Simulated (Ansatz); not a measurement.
## Residual resistivity of an alloy: Mo(100) with 4 layers of random Mo-Pd, 2x2

How strongly does chemical disorder scatter in Mo(100) with 4 layers of random Mo-Pd, 2x2?

Calculated with Ansatz 0.2.0; Ansatz plane-wave DFT, PBE, PAW files; ballistic transport by layer matching (Landauer), zero bias; PAW set soft_1.

Most raw output is cut from this account.

## 1. Set-up

The cell holds 56 atoms: 52 Mo and 4 Pd. Cell: a = 6.294 Å, b = 6.294 Å, c = 22.029 Å, α = 90.0°, β = 90.0°, γ = 90.0°. It derives from Mo. Regions: lead, 40 atoms (40 Mo); scattering region, 16 atoms (4 Pd and 12 Mo). The structure is stacked along c, and the current runs across the ab planes.

## 2. With 4 alloy layers

In 4 layers a share of 0.25 of the sites is given to Pd at random. The layers about the cell's end stay perfect and serve as the lead. Disorder leaves little or no symmetry, which makes such runs dear. Energies from -0.05 to 0.05 eV in steps of 0.05 eV are too few for the program's thermal sum, so it prints no conductance; for a metal the transmission near the Fermi level serves, at a fraction of the cost.

The input, input.yaml:

```yaml
crystal:
  lattice:
    - [6.294, 0.0, 0.0]
    - [0.0, 6.294, 0.0]
    - [0.0, 0.0, 22.029]
  atoms:
    - { symbol: Mo, position: [0.0, 0.0, 0.0357142857] }
    - { symbol: Mo, position: [0.0, 0.5, 0.0357142857] }
    - { symbol: Mo, position: [0.5, 0.0, 0.0357142857] }
    - { symbol: Mo, position: [0.5, 0.5, 0.0357142857] }
    - { symbol: Mo, position: [0.25, 0.25, 0.1071428571] }
    - { symbol: Mo, position: [0.25, 0.75, 0.1071428571] }
    - { symbol: Mo, position: [0.75, 0.25, 0.1071428571] }
    - { symbol: Mo, position: [0.75, 0.75, 0.1071428571] }
[... 44 atom lines left out ...]
    - { symbol: Mo, position: [0.25, 0.25, 0.9642857143] }
    - { symbol: Mo, position: [0.25, 0.75, 0.9642857143] }
    - { symbol: Mo, position: [0.75, 0.25, 0.9642857143] }
    - { symbol: Mo, position: [0.75, 0.75, 0.9642857143] }
kpoints:
  mp_grid: { grid: [4, 4, 1] }
hamiltonian:
  xc: pbe
  pseudopotentials: { kind: paw, azcp: { folder: soft_1 } }
scf:
  occupations: { method: fermi_dirac, width: 0.1 }
output:
  transmission: { leads: [[0, 4]], kmesh: [8, 8], e_range: [-0.05, 0.05], de: 0.05 }
  write_potential: true
  write_density: true
  volumetric_format: npy
```

Command:

```sh
$ ansatz run input.yaml --threads 4 --pin off --max-ram 15360MiB --backend cpu --events-out ev --progress --plain --runs-dir out
```

It took 8.2 min on 4 threads of Arm Neoverse V2, shared host; peak memory 7.6 GiB; 31 min of CPU time.

Numbers from this step:

| Item | Value |
| --- | --- |
| free energy | -285602.9463 eV |
| energy at zero smearing | -285602.1331 eV |
| Fermi energy | 21.00 eV |
| cell area | 39.61 Å² |
| transmission per spin nearest the Fermi level | 3.269 |
| open channels per spin nearest the Fermi level | 6.781 |
| step of the lead's potential | 23.2 meV |

Per spin. Table of transmission, zone mean by energy, zero at the Fermi level:

```csv
energy (eV),"transmission, zone mean"
-0.0500,3.22
0.0000,3.27
0.0500,3.31
```

Per spin. Table of open channels, zone mean, lead by energy, zero at the Fermi level:

```csv
energy (eV),"open channels, zone mean, lead"
-0.0500,6.59
0.0000,6.78
0.0500,6.84
```

Transmission over k1 and k2. At 0.0000 eV from the Fermi level.

Ten even steps from '0' (0.00) to '9' (7.79):
```
00123210
21279721
12799972
13999993
12799972
21279721
00123210
00211120
```
Columns: k1 (b1) from -0.5 to 0.375; rows upwards: k2 (b2) from -0.5 to 0.375.

Open channels over k1 and k2. At 0.0000 eV from the Fermi level.

Ten even steps from '0' (0.0) to '9' (15.0):
```
00134310
21489841
23899983
24999994
23899983
21489841
00134310
00222220
```
Columns: k1 (b1) from -0.5 to 0.375; rows upwards: k2 (b2) from -0.5 to 0.375.

Over the solved energies the transmission per spin lies between 3.22 and 3.31, out of 6.74 channels of the lead on average (up to 6.84).

## 3. With 8 alloy layers

In 8 layers a share of 0.25 of the sites is given to Pd at random. A fresh draw is used; the growth of the resistance with length is what counts.

System of this step: Mo(100) with 8 layers of random Mo-Pd, 2x2. The cell holds 72 atoms: 64 Mo and 8 Pd. Its edges and angles: a = 6.294 Å, b = 6.294 Å, c = 28.323 Å, α = 90.0°, β = 90.0°, γ = 90.0°. It derives from Mo. Regions: lead, 40 atoms (40 Mo); scattering region, 32 atoms (24 Mo and 8 Pd). The structure is stacked along c, and the current runs across the ab planes.

The input, input.yaml:

```yaml
crystal:
  lattice:
    - [6.294, 0.0, 0.0]
    - [0.0, 6.294, 0.0]
    - [0.0, 0.0, 28.323]
  atoms:
    - { symbol: Mo, position: [0.0, 0.0, 0.0277777778] }
    - { symbol: Mo, position: [0.0, 0.5, 0.0277777778] }
    - { symbol: Mo, position: [0.5, 0.0, 0.0277777778] }
    - { symbol: Mo, position: [0.5, 0.5, 0.0277777778] }
    - { symbol: Mo, position: [0.25, 0.25, 0.0833333333] }
    - { symbol: Mo, position: [0.25, 0.75, 0.0833333333] }
    - { symbol: Mo, position: [0.75, 0.25, 0.0833333333] }
    - { symbol: Mo, position: [0.75, 0.75, 0.0833333333] }
[... 60 atom lines left out ...]
    - { symbol: Mo, position: [0.25, 0.25, 0.9722222222] }
    - { symbol: Mo, position: [0.25, 0.75, 0.9722222222] }
    - { symbol: Mo, position: [0.75, 0.25, 0.9722222222] }
    - { symbol: Mo, position: [0.75, 0.75, 0.9722222222] }
kpoints:
  mp_grid: { grid: [4, 4, 1] }
hamiltonian:
  xc: pbe
  pseudopotentials: { kind: paw, azcp: { folder: soft_1 } }
scf:
  occupations: { method: fermi_dirac, width: 0.1 }
output:
  transmission: { leads: [[0, 4]], kmesh: [8, 8], e_range: [-0.05, 0.05], de: 0.05 }
  write_potential: true
  write_density: true
  volumetric_format: npy
```

Wall time 20 min (4 threads); peak memory 8 GiB; 75 min of CPU time.

This step gave:

```
free energy                                    : -372966.3463 eV
energy at zero smearing                        : -372965.4039 eV
Fermi energy                                   : 20.90 eV
transmission per spin nearest the Fermi level  : 2.574
open channels per spin nearest the Fermi level : 6.594
step of the lead's potential                   : 9.5 meV
```

Per spin. Table of transmission, zone mean by energy, zero at the Fermi level:

```csv
energy (eV),"transmission, zone mean"
-0.0500,2.59
0.0000,2.57
0.0500,2.58
```

Over the solved energies the transmission per spin lies between 2.57 and 2.59, out of 6.68 channels of the lead on average (up to 6.84).

## 4. With 12 alloy layers

In 12 layers a share of 0.25 of the sites is given to Pd at random. A fresh draw is used; the growth of the resistance with length is what counts.

System of this step: Mo(100) with 12 layers of random Mo-Pd, 2x2. The cell holds 88 atoms: 76 Mo and 12 Pd. Cell: a = 6.294 Å, b = 6.294 Å, c = 34.617 Å, α = 90.0°, β = 90.0°, γ = 90.0°. It derives from Mo. Regions: lead, 40 atoms (40 Mo); scattering region, 48 atoms (36 Mo and 12 Pd). The structure is stacked along c, and the current runs across the ab planes.

The input, input.yaml:

```yaml
crystal:
  lattice:
    - [6.294, 0.0, 0.0]
    - [0.0, 6.294, 0.0]
    - [0.0, 0.0, 34.617]
  atoms:
    - { symbol: Mo, position: [0.0, 0.0, 0.0227272727] }
    - { symbol: Mo, position: [0.0, 0.5, 0.0227272727] }
    - { symbol: Mo, position: [0.5, 0.0, 0.0227272727] }
    - { symbol: Mo, position: [0.5, 0.5, 0.0227272727] }
    - { symbol: Mo, position: [0.25, 0.25, 0.0681818182] }
    - { symbol: Mo, position: [0.25, 0.75, 0.0681818182] }
    - { symbol: Mo, position: [0.75, 0.25, 0.0681818182] }
    - { symbol: Mo, position: [0.75, 0.75, 0.0681818182] }
[... 76 atom lines left out ...]
    - { symbol: Mo, position: [0.25, 0.25, 0.9772727273] }
    - { symbol: Mo, position: [0.25, 0.75, 0.9772727273] }
    - { symbol: Mo, position: [0.75, 0.25, 0.9772727273] }
    - { symbol: Mo, position: [0.75, 0.75, 0.9772727273] }
kpoints:
  mp_grid: { grid: [4, 4, 1] }
hamiltonian:
  xc: pbe
  pseudopotentials: { kind: paw, azcp: { folder: soft_1 } }
scf:
  occupations: { method: fermi_dirac, width: 0.1 }
output:
  transmission: { leads: [[0, 4]], kmesh: [8, 8], e_range: [-0.05, 0.05], de: 0.05 }
  write_potential: true
  write_density: true
  volumetric_format: npy
```

It took 31 min on 4 threads; peak memory 8.5 GiB; 2 h of CPU time.

Numbers from this step:

```yaml
free_energy: -460329.4979 eV
energy_at_zero_smearing: -460328.2517 eV
fermi_energy: 20.86 eV
transmission_per_spin_nearest_the_fermi_level: 2.003
step_of_the_lead_s_potential: 4.5 meV
```

Per spin. Transmission, zone mean against energy, zero at the Fermi level:

```csv
energy (eV),"transmission, zone mean"
-0.0500,2.02
0.0000,2.00
0.0500,2.10
```

Over the solved energies the transmission per spin lies between 2.00 and 2.10, out of 6.66 channels of the lead on average (up to 6.84).

## 5. The fit

This step: Ansatz plane-wave DFT, PBE, PAW files; ballistic transport by layer matching (Landauer), zero bias; residual resistivity from the slope of the area resistance, atoms on the host's lattice; PAW set soft_1 (Ansatz 0.2.0).

This step gave:

```yaml
resistivity: 73.96 µΩ cm
intercept: 0.3224 fΩ m²
scatter_about_the_fit: 0.02740 fΩ m²
```

Resistance, by row:

```csv
run,length (Å),T,channels N,RA (fΩ m²)
n4,6.294,3.265,6.74,0.8073
n8,12.59,2.582,6.677,1.215
n12,18.88,2.04,6.656,1.738
```

Area resistance against length of the alloy:

```csv
length of the alloy (Å),area resistance (fΩ m²)
6.29,0.807
12.59,1.21
18.88,1.74
```

The area resistance goes from 0.81 to 1.7 fΩ m² between 6.3 and 18.9 Å, a slope of 74 µΩ cm.

By hand from the end points: (1.738 − 0.8073) fΩ m² / (18.88 − 6.29) Å = 74 µΩ cm, since 1 fΩ m² per Å is 1000 µΩ cm.

## 6. What came out

| Quantity | Value |
| --- | --- |
| resistivity from the slope | 74.0 µΩ cm |
| area resistance over 6.29 Å | 0.807 fΩ m² |
| area resistance over 12.6 Å | 1.21 fΩ m² |
| area resistance over 18.9 Å | 1.74 fΩ m² |

In words: The slope gives 74 µΩ cm. The points scatter by 0.027 fΩ m² about the line, with one random draw a length in a 2x2 cell, so the slope is a rough value. The lead's own channel count moves between the runs (6.74, 6.68 and 6.66), which shifts RA and the slope too. Read with a model of isotropic scattering on a spherical Fermi surface and the lead's 1.3×10¹⁵ S/m², this slope means a mean free path near 7.8 Å; over these lengths the model's slope is within 3 % of its bulk resistivity. The atoms sit on the host's lattice, so scattering by size misfit is left out.

[Logs are printed without paths, hosts, clocks, repeated set-up lines and the standing remarks that a program may print on its own settings, such as how far it seeks lower states.]

[Hosts, paths, dates, database ids (printed as entryN), source tags and the programs' standing remarks are cut or masked in the printed files.]
